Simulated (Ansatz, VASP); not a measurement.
**One calculation of CuO, two programs**

File INCAR:

```
SYSTEM = CuO
PREC     = Accurate       ! precision mode
ENCUT    = 580            ! plane-wave cutoff, eV
EDIFF    = 1E-6           ! SCF threshold, eV
ISMEAR   = -1             ! smearing method
SIGMA    = 0.05           ! smearing width, eV
LREAL    = .False.        ! projectors in reciprocal space
LASPH    = .True.         ! aspherical terms in the spheres
NELM     = 80             ! most SCF steps
ALGO     = Normal         ! electronic algorithm
ISIF     = 3              ! what is computed and relaxed
LWAVE    = .False.        ! write WAVECAR
LCHARG   = .False.        ! write CHGCAR
GGA      = PE             ! functional
IBRION   = 2              ! ionic algorithm
NSW      = 40             ! ionic steps
EDIFFG   = -0.02          ! ionic threshold
```

File KPOINTS:

```
regular mesh
0
Gamma
  11 11 10
  0 0 0
```

POSCAR

```
CuO
1.0
    2.8363251100      0.0000000000      0.0000000000
   -1.4181625500      2.4563296000      0.0000000000
    0.0000000000      0.0000000000      2.7681127800
Cu O
1 1
Direct
    0.0000000000      0.0000000000      0.0000000000
    0.6666666667      0.3333333333      0.5000000000
```

Contents of input.yaml:

```yaml
crystal:
  lattice:
    - [2.83632511, 0.0, 0.0]
    - [-1.41816255, 2.4563296, 0.0]
    - [0.0, 0.0, 2.76811278]
  atoms:
    - { symbol: Cu, position: [0.0, 0.0, 0.0] }
    - { symbol: O, position: [0.6666666667, 0.3333333333, 0.5] }
hamiltonian:
  xc: pbe
  pseudopotentials: { kind: paw }
kpoints:
  mp_grid: { grid: [11, 11, 10] }
scf:
  occupations: { method: fermi_dirac, width: 0.05 }
output:
  forces: true
  stress: true
  eigenvalues: true
  write_density: true
  write_potential: true
  elf: true
  volumetric_format: npy
relax:
  f_tol: 0.01
  max_steps: 40
  cell: { stress_tol: 0.05 }
```

Measurements of this composition are mostly on another form, of space group No. 15.

Alike in both runs: task relaxation of cell and atoms; functional PBE; k mesh 11 × 11 × 10; occupations fermi-dirac, width 0.05 eV; no spin polarisation.

|  | VASP | Ansatz |
| --- | --- | --- |
| version | VASP 6.6.1 | Ansatz 0.2.0 |
| potentials or method | VASP PAW PBE potentials, release 54 (Cu, O) | Ansatz PAW |
| plane-wave cutoff (eV) | 580 | 420 |
| valence electrons in the cell | 17 | 25 |

```tsv
	VASP	Ansatz	Ansatz less VASP
gap on the k mesh at the Fermi level, each at its own relaxed structure (eV)	none	none	-
relaxed volume (Å³/atom)	9.70	9.69	-0.014
relaxed cell length with the largest relative difference (Å)	2.887	2.885	-0.0022
energy change over the relaxation (meV/atom)	-10	-9	+0.2
```

A gap of «none» marks a metal or a gap that the smearing closes. The two sets of potentials don't hold the same shells in valence.

Caveats: an odd number of electrons without spin polarisation forces a metal; a magnetic or distorted state may lie lower; the run has no spin polarisation, though such a crystal can be magnetic; semilocal functionals often make such compounds metallic where correlation or magnetic order opens a gap, which also shifts bond lengths; the plane-wave basis is chosen anew once the cell has moved, so the energies of steps on either side of that aren't comparable (Ansatz); the pressure holds a Pulay correction of +0.7 GPa for the finite cutoff (Ansatz). With open d or f shells a metallic result of PBE can be an artefact of self-interaction; +U or a hybrid may open a gap.
